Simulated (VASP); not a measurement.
# PbO (Litharge) (P4/nmm) in VASP: notebook

Runs on PbO (Litharge). Level: LDA. Tasks: single point, relaxation of cell and atoms.

All numbers are computed with VASP 6.6.1; they aren't measurements. Logs are shortened: lines on timing, memory, paths and dates and some standing lists are left out, and cuts for length are marked.

### 1 Starting point

It takes space group P4/nmm (No. 129, tetragonal). The conventional cell has a = 3.990 Å, b = 3.990 Å, c = 5.010 Å, α = 90.00°, β = 90.00°, γ = 90.00°. Around Pb (site symmetry 4mm) lie 4 O at 2.33 Å. O (site symmetry -4m2) is surrounded by 4 Pb at 2.33 Å.

### 2 Single point, LDA

INCAR

```
SYSTEM = PbO
PREC = Accurate ; ENCUT = 500
EDIFF = 1E-7 ; ISMEAR = 0
SIGMA = 0.05 ; LREAL = Auto
LASPH = .True. ; NELM = 100
ALGO = Normal ; ISIF = 2
LWAVE = .False. ; LCHARG = .False.
ADDGRID = .False.
```

KPOINTS

```
regular mesh
0
Gamma
  8 8 7
  0 0 0
```

POSCAR

```
PbO
1.0
    3.9900000000      0.0000000000      0.0000000000
    0.0000000000      3.9900000000      0.0000000000
    0.0000000000      0.0000000000      5.0100000000
Pb O
2 2
Direct
    0.5000000000      0.0000000000      0.7600000000
    0.0000000000      0.5000000000      0.2400000000
    0.5000000000      0.5000000000      0.0000000000
    0.0000000000      0.0000000000      0.0000000000
```

Potentials or basis: VASP PAW LDA potentials, release 64 (Pb_d, O).

On the command line:

```
$ cat potpaw_LDA.64/Pb_d/POTCAR potpaw_LDA.64/O/POTCAR > POTCAR
$ mpirun -np 1 vasp_std > vasp.out
```

OUTCAR:

```text
SYSTEM = PbO
   PREC = Accurate
   ENCUT = 500
   EDIFF = 1E-7
   ISMEAR = 0
   LREAL = Auto
   LASPH = .True.
   NELM = 100
   ISIF = 2

 Found     60 irreducible k-points:

 Following reciprocal coordinates:
            Coordinates               Weight
  0.000000  0.000000  0.000000      1.000000
  0.125000  0.000000  0.000000      4.000000
  0.250000  0.000000  0.000000      4.000000
  0.375000  0.000000  0.000000      4.000000
  0.500000  0.000000  0.000000      2.000000
  0.125000  0.125000  0.000000      4.000000
   k-points           NKPTS =     60   k-points in BZ     NKDIM =     60   number of bands    NBANDS=     24
   number of dos      NEDOS =    301   number of ions     NIONS =      4
   total plane-waves  NPLWV =  36000
   dimension x,y,z NGX =    30 NGY =   30 NGZ =   40
   dimension x,y,z NGXF=    60 NGYF=   60 NGZF=   80
   ions per type =               2   2
   NGX,Y,Z   is equivalent  to a cutoff of  12.50, 12.50, 13.27 a.u.
   NGXF,Y,Z  is equivalent  to a cutoff of  25.00, 25.00, 26.55 a.u.
 SYSTEM =  PbO
   PREC   = accura    normal or accurate (medium, high low for compatibility)
   ISTART =      0    job   : 0-new  1-cont  2-samecut
   ICHARG =      2    charge: 1-file 2-atom 10-const
   ISPIN  =      1    spin polarized calculation?
   LNONCOLLINEAR =      F non collinear calculations
   LSORBIT =      F    spin-orbit coupling
   LASPH  =      T    aspherical Exc in radial PAW
   ENCUT  =  500.0 eV  36.75 Ry    6.06 a.u.   7.27  7.27  9.13*2*pi/ulx,y,z
   NELM   =    100;   NELMIN=  2; NELMDL= -5     # of ELM steps
   EDIFF  = 0.1E-06   stopping-criterion for ELM
   LREAL  =      T    real-space projection
   EDIFFG = 0.1E-05   stopping-criterion for IOM
   NSW    =      0    number of steps for IOM
   IBRION =     -1    ionic relax: 0-MD 1-quasi-New 2-CG
[... 8 lines left out ...]
   EMIN   =  10.00;   EMAX   =-10.00  energy-range for DOS
   EFERMI =   0.00;   METHOD = LEGACY
   ISMEAR =     0;   SIGMA  =   0.05  broadening in eV -4-tet -1-fermi 0-gaus
   EFERMI_NEDOS =   21; number of points for ismear=-14 and -15
   IALGO  =     38    algorithm
   IMIX   =      4    mixing-type and parameters
     AMIX     =   0.40;   BMIX     =  1.00
     AMIX_MAG =   1.60;   BMIX_MAG =  1.00
  volume/ion in A,a.u.               =      19.94       134.56
  Fermi-wavevector in a.u.,A,eV,Ry     =   1.300670  2.457909 23.017539  1.691741
  Thomas-Fermi vector in A             =   2.431853
   LORBIT       =      0    0 simple, 1 ext, 2 COOP (PROOUT), +10 PAW based schemes
   GGA     = CA    functional components
   LHFCALC =     F    Hartree Fock is set to
   AEXX    =    0.0000 exact exchange contribution
   IVDW    =     0    specifies the selected vdW correction
   LEPSILON=     F    determine dielectric tensor
   LRPA    =     F    only Hartree local field effects (RPA)
 non-spin polarized calculation
 Gauss-broadening in eV      SIGMA  =   0.05
  energy-cutoff  :      500.00
  volume of cell :       79.76
 maximum number of plane-waves:      2051
 NGX is ok and might be reduce to    30
   NGX = 15   NGY = 15   NGZ = 19

 number of electron      39.9999998 magnetization

 Free energy of the ion-electron system (eV)
  ---------------------------------------------------
  ext. energy  EPLUGINS =         0.00000000
  ---------------------------------------------------
  free energy    TOTEN  =       -24.37392143 eV

  energy without entropy =      -24.37392143  energy(sigma->0) =      -24.37392143

 E-fermi :   4.9813     XC(G=0): -10.2905

 val. band max:        4.7493055267   @ k =   0.1250   0.0000   0.0000
 cond. band min:       5.8430081698   @ k =   0.5000   0.5000   0.0000
 fundamental gap:      1.0937026431
 Fermi energy:         4.9813498437

 k-point     1 :       0.0000    0.0000    0.0000
  band No.  band energies     occupation
      1     -13.2576      2.00000
      2     -12.7828      2.00000
      3     -11.1808      2.00000
      4     -11.1808      2.00000
      5     -11.1160      2.00000
      6     -11.1031      2.00000
[... 16 lines left out ...]
     23      10.2418      0.00000
     24      10.2418      0.00000

 k-point     2 :       0.1250    0.0000    0.0000
  band No.  band energies     occupation
      1     -13.2254      2.00000
      2     -12.7917      2.00000
      3     -11.1729      2.00000
      4     -11.1724      2.00000
      5     -11.1046      2.00000
      6     -11.0940      2.00000
[... 16 lines left out ...]
     23      10.3237      0.00000
     24      10.5903      0.00000

 k-point     3 :       0.2500    0.0000    0.0000
  band No.  band energies     occupation
      1     -13.1438      2.00000
      2     -12.8212      2.00000
      3     -11.1509      2.00000
      4     -11.1485      2.00000
      5     -11.0715      2.00000
      6     -11.0710      2.00000
[... 16 lines left out ...]
     23      10.1778      0.00000
     24      10.5607      0.00000

 k-point     4 :       0.3750    0.0000    0.0000
  band No.  band energies     occupation
      1     -13.0439      2.00000
      2     -12.8747      2.00000
      3     -11.1195      2.00000
      4     -11.1162      2.00000
      5     -11.0654      2.00000
      6     -11.0567      2.00000
[... 16 lines left out ...]
     23      10.5776      0.00000
     24      10.9164      0.00000

 k-point     5 :       0.5000    0.0000    0.0000
  band No.  band energies     occupation
      1     -12.9507      2.00000
      2     -12.9507      2.00000
      3     -11.0855      2.00000
      4     -11.0855      2.00000
      5     -11.0851      2.00000
      6     -11.0851      2.00000
[... 16 lines left out ...]
     23      11.2669      0.00000
     24      11.2670      0.00000

 k-point     6 :       0.1250    0.1250    0.0000
  band No.  band energies     occupation
      1     -13.1961      2.00000
      2     -12.8000      2.00000
      3     -11.1779      2.00000
      4     -11.1498      2.00000
      5     -11.0943      2.00000
      6     -11.0872      2.00000
[... 16 lines left out ...]
     23       9.4367      0.00000
     24      10.2491      0.00000

 [... further k-points ...]
[... 5 lines left out ...]
  --------------------------------------------------------------------------------------
  -------------------------------------------------------------------------------------
  Total       -1.7596077     -1.7596077     -1.6653886      0.0000000      0.0000000      0.0000000
  in kB      -35.3462146    -35.3462146    -33.4535834      0.0000000      0.0000000      0.0000000
  external PRESSURE =     -34.7153375 kB  Pullay stress =       0.0000000 kB

 VOLUME and BASIS-vectors are now :
 -----------------------------------------------------------------------------
  energy-cutoff  :      500.00
  volume of cell :       79.76
      direct lattice vectors                 reciprocal lattice vectors
     3.990000000  0.000000000  0.000000000     0.250626566  0.000000000  0.000000000
     0.000000000  3.990000000  0.000000000     0.000000000  0.250626566  0.000000000
     0.000000000  0.000000000  5.010000000     0.000000000  0.000000000  0.199600798

 POSITION                                       TOTAL-FORCE (eV/Angst)
 -----------------------------------------------------------------------------------
      1.99500      0.00000      3.80760         0.000000      0.000000      0.543846
      0.00000      1.99500      1.20240         0.000000      0.000000     -0.543846
      1.99500      1.99500      0.00000         0.000000      0.000000      0.000000
      0.00000      0.00000      0.00000         0.000000     -0.000000      0.000000
 -----------------------------------------------------------------------------------
    total drift:                                0.000000      0.000000      0.000000

  FREE ENERGIE OF THE ION-ELECTRON SYSTEM (eV)
  ---------------------------------------------------
  free  energy   TOTEN  =       -24.3739214338 eV

  energy  without entropy=      -24.3739214338  energy(sigma->0) =      -24.37392143
```

OSZICAR:

```text
N       E                     dE             d eps       ncg     rms          rms(c)
DAV:   1     0.445628529810E+03    0.44563E+03   -0.19771E+04  2880   0.192E+03
DAV:   2     0.271297895190E+02   -0.41850E+03   -0.41068E+03  3096   0.491E+02
DAV:   3    -0.270848126072E+02   -0.54215E+02   -0.53092E+02  3920   0.188E+02
DAV:   4    -0.287823309358E+02   -0.16975E+01   -0.16965E+01  3192   0.382E+01
DAV:   5    -0.288385197142E+02   -0.56189E-01   -0.56180E-01  4016   0.655E+00    0.119E+01
DAV:   6    -0.246969751810E+02    0.41415E+01   -0.34754E+01  4560   0.457E+01    0.557E+00
DAV:   7    -0.244378360510E+02    0.25914E+00   -0.34594E+00  3760   0.141E+01    0.247E+00
DAV:   8    -0.244054715021E+02    0.32365E-01   -0.91435E-01  3816   0.663E+00    0.126E+00
DAV:   9    -0.243726466035E+02    0.32825E-01   -0.16684E-01  4408   0.362E+00    0.271E-01
DAV:  10    -0.243739582331E+02   -0.13116E-02   -0.18879E-02  3144   0.814E-01    0.466E-02
DAV:  11    -0.243740219068E+02   -0.63674E-04   -0.14325E-03  5104   0.294E-01    0.816E-02
DAV:  12    -0.243739345131E+02    0.87394E-04   -0.24381E-04  4216   0.176E-01    0.372E-02
DAV:  13    -0.243739211761E+02    0.13337E-04   -0.95521E-05  4328   0.764E-02    0.515E-03
DAV:  14    -0.243739216599E+02   -0.48380E-06   -0.43601E-06  3880   0.242E-02    0.326E-03
DAV:  15    -0.243739214385E+02    0.22141E-06   -0.15888E-06  4056   0.177E-02    0.889E-04
DAV:  16    -0.243739214338E+02    0.47075E-08   -0.12318E-07  1760   0.436E-03
   1 F= -.24373921E+02 E0= -.24373921E+02  d E =-.117196E-12
```

stdout:

```text
POSCAR found type information on POSCAR PbO
 POSCAR found :  2 types and       4 ions
 scaLAPACK will be used
 -----------------------------------------------------------------------------
|                                                                             |
|                                                                             |
|     You have a (more or less) 'small supercell' and for smaller cells       |
|     it is recommended to use the reciprocal-space projection scheme!        |
|     The real-space optimization is not efficient for small cells and it     |
|     is also less accurate ...                                               |
|     Therefore, set LREAL=.FALSE. in the INCAR file.                         |
|                                                                             |
 -----------------------------------------------------------------------------

 LDA part: xc-table for (Slater(with rela. corr.)+CA(PZ))
 , standard interpolation
 POSCAR, INCAR and KPOINTS ok, starting setup
 FFT: planning ... GRIDC
 FFT: planning ... GRID_SOFT
 FFT: planning ... GRID
 WAVECAR not read
 entering main loop
```

Wall time 2.3 min (1 thread of Intel Xeon Platinum 8488C (Sapphire Rapids), shared host); peak memory 0.2 GiB.

The run converged, but some of its settings lie outside the range that counts as converged, so its numbers aren't taken as properties of the crystal.

What came out:

| Property | Result |
| --- | --- |
| Free energy | -24.3739 eV |
| Pressure | -3.5 GPa |
| Largest force | 0.544 eV/Å |
| Band gap on the k mesh | 1.09 eV, indirect (least direct gap 2.06 eV) |

Caveat: spin-orbit coupling is left out, which as a rule narrows the gap of such compounds by several tenths of an eV; an odd mesh through Γ misses points on the zone boundary, where band edges often lie.

### 3 Single point, LDA

INCAR

```
SYSTEM = PbO
PREC = Accurate ; ENCUT = 500
EDIFF = 1E-5 ; ISMEAR = 0
SIGMA = 0.05 ; LREAL = .False.
LASPH = .True. ; NELM = 100
ALGO = Normal ; ISIF = 2
LWAVE = .False. ; LCHARG = .False.
ADDGRID = .False.
```

KPOINTS is that of step 2.

POSCAR is that of step 2.

Potentials or basis: VASP PAW LDA potentials, release 64 (Pb_d, O).

On the command line:

```
$ cat potpaw_LDA.64/Pb_d/POTCAR potpaw_LDA.64/O/POTCAR > POTCAR
$ mpirun -np 1 vasp_std > vasp.out
```

Wall time 1.9 min (1 thread of Intel Xeon Platinum 8488C (Sapphire Rapids), shared host); peak memory 0.22 GiB.

The run converged, but some of its settings lie outside the range that counts as converged, so its numbers aren't taken as properties of the crystal.

Results:

* Free energy: -24.3711 eV
* Pressure: -3.4 GPa
* Largest force: 0.537 eV/Å
* Band gap on the k mesh: 1.09 eV, indirect (least direct gap 2.05 eV)

Caveat: spin-orbit coupling is left out, which as a rule narrows the gap of such compounds by several tenths of an eV; an odd mesh through Γ misses points on the zone boundary, where band edges often lie.

### 4 Single point, LDA

INCAR

```
SYSTEM = PbO
PREC = Accurate ; ENCUT = 400
EDIFF = 1E-7 ; ISMEAR = 0
SIGMA = 0.05 ; LREAL = .False.
LASPH = .True. ; NELM = 100
ALGO = Normal ; ISIF = 2
LWAVE = .False. ; LCHARG = .False.
ADDGRID = .False.
```

KPOINTS

```
regular mesh
0
Gamma
  10 10 8
  0 0 0
```

POSCAR is that of step 3.

On the command line:

```
$ cat potpaw_LDA.64/Pb_d/POTCAR potpaw_LDA.64/O/POTCAR > POTCAR
$ mpirun -np 1 vasp_std > vasp.out
```

Wall time 2.2 min (1 thread of Intel Xeon Platinum 8488C (Sapphire Rapids), shared host); peak memory 0.23 GiB.

These settings aren't checked as converged: the numbers below hold their error.

What came out:

- Free energy: -24.4069 eV
- Largest force: 0.544 eV/Å
- Band gap on the k mesh: 1.09 eV, indirect (least direct gap 2.06 eV)

Caveat: the cutoff is under 1.25 times the usual one of these potentials, so pressure, stress and relaxed cells hold a basis-set (Pulay) error; spin-orbit coupling is left out, which as a rule narrows the gap of such compounds by several tenths of an eV.

### 5 Relaxation of cell and atoms, LDA

INCAR

```
SYSTEM = PbO
PREC = Accurate
ENCUT = 600
EDIFF = 1E-7
ISMEAR = 0
SIGMA = 0.02
LREAL = .FALSE.
LASPH = .TRUE.
NELM = 60
ALGO = Normal
ISIF = 3
LWAVE = .FALSE.
LCHARG = .FALSE.
GGA = CA
IBRION = 2
NSW = 60
EDIFFG = -0.005
KPAR = 2
```

KPOINTS

```
regular mesh
0
G
  6 6 6
  0 0 0
```

POSCAR is that of step 4.

On the command line:

```
$ cat potpaw_LDA.64/Pb_d/POTCAR potpaw_LDA.64/O/POTCAR > POTCAR
$ mpirun -np 2 vasp_std > vasp.out
```

Run time: 3.8 min. Hardware: 2 MPI ranks of Intel Xeon Platinum 8375C at 2.90GHz (Ice Lake), shared host; peak memory 0.22 GiB.

The run converged. Its results:

| Quantity | Value |
| --- | --- |
| Free energy | -24.4127 eV |
| Relaxed volume | 18.94 Å³/atom |
| Relaxed cell | a = 3.947 Å, b = 3.947 Å, c = 4.864 Å, α = 90.00°, β = 90.00°, γ = 90.00° |
| Space group after relaxing (to 0.05 Å) | P4/nmm (No. 129) |
| Energy gained by relaxing | 9.4 meV/atom |
| Ionic steps | 17 |
| Pressure after relaxing | 0.0 GPa |
| Largest force after relaxing | 0.004 eV/Å |
| Band gap on the k mesh | 1.02 eV, indirect (least direct gap 2.15 eV) |

Forces in eV/Å, atoms in the order of the input:
```
Pb   0.000  0.000 -0.004
Pb   0.000  0.000  0.004
O    0.000  0.000  0.000
O    0.000  0.000  0.000
```

Step by step:
| step | energy change (eV) | largest force (eV/Å) | pressure (GPa) | volume (Å³) |
| --- | --- | --- | --- | --- |
| 1 | 0.0000 | 0.5410 | -3.47 | 79.76 |
| 2 | 0.0036 | 0.7992 | 3.82 | 74.88 |
| 3 | -0.0346 | 0.0817 | -0.17 | 77.31 |
| 4 | -0.0346 | 0.0948 | -0.11 | 77.27 |
| 5 | -0.0353 | 0.0695 | -0.07 | 77.05 |
| 6 | -0.0359 | 0.0075 | 0.04 | 76.53 |
| 7 | -0.0364 | 0.0175 | -0.08 | 76.46 |
| 8 | -0.0368 | 0.0605 | -0.30 | 76.33 |
| 9 | -0.0370 | 0.0440 | -0.22 | 76.22 |
| 10 | -0.0374 | 0.0022 | -0.02 | 75.95 |
| 11 | -0.0374 | 0.0158 | 0.07 | 75.83 |
| 12 | -0.0374 | 0.0172 | 0.07 | 75.82 |
| 13 | -0.0374 | 0.0203 | 0.09 | 75.80 |
| 14 | -0.0374 | 0.0168 | 0.06 | 75.78 |
| 15 | -0.0374 | 0.0109 | 0.02 | 75.73 |
| 16 | -0.0374 | 0.0119 | 0.03 | 75.74 |
| 17 | -0.0374 | 0.0041 | 0.00 | 75.76 |

Final structure:
```cif
data_structure
_symmetry_space_group_name_H-M 'P 1'
_symmetry_Int_Tables_number 1
_cell_length_a 3.9467
_cell_length_b 3.9467
_cell_length_c 4.8639
_cell_angle_alpha 90.000
_cell_angle_beta 90.000
_cell_angle_gamma 90.000
_cell_volume 75.76
loop_
_atom_site_label
_atom_site_type_symbol
_atom_site_fract_x
_atom_site_fract_y
_atom_site_fract_z
_atom_site_occupancy
Pb1 Pb 0.50000 0.00000 0.75737 1
Pb2 Pb 0.00000 0.50000 0.24263 1
O1 O 0.50000 0.50000 0.00000 1
O2 O 0.00000 0.00000 0.00000 1
```

Levels at points of the mesh, in eV from the valence-band top:
```
           k point  band 18  band 19  band 20  band 21  band 22  band 23
(0.00, 0.00, 0.00)    -1.78    -1.78     0.00     2.52     5.56     5.56
(0.50, 0.00, 0.00)    -3.18    -1.77    -1.77     3.48     3.48     6.78
(0.50, 0.50, 0.00)    -1.66    -1.13    -1.13     1.02     1.02     5.28
(0.00, 0.00, 0.50)    -1.81    -1.81    -0.98     1.88     3.80     3.80
(0.50, 0.00, 0.50)    -3.13    -1.01    -1.01     3.15     3.15     6.25
(0.50, 0.50, 0.50)    -2.37    -1.14    -1.14     3.40     3.40     4.96
```

Caveat: spin-orbit coupling is left out, which as a rule narrows the gap of such compounds by several tenths of an eV.

### 6 The reference run

An earlier run on the cell as given: functional PBEsol; potentials or basis VASP PAW PBE potentials, release 64 (Pb_d, O); cutoff 520 eV; k mesh 7 × 7 × 6; occupations fermi-dirac, width 0.05 eV; no spin polarisation.

* Pressure: -0.8 GPa
* Largest force: 0.288 eV/Å
* Band gap on the k mesh: 1.37 eV, indirect (least direct gap 2.29 eV)
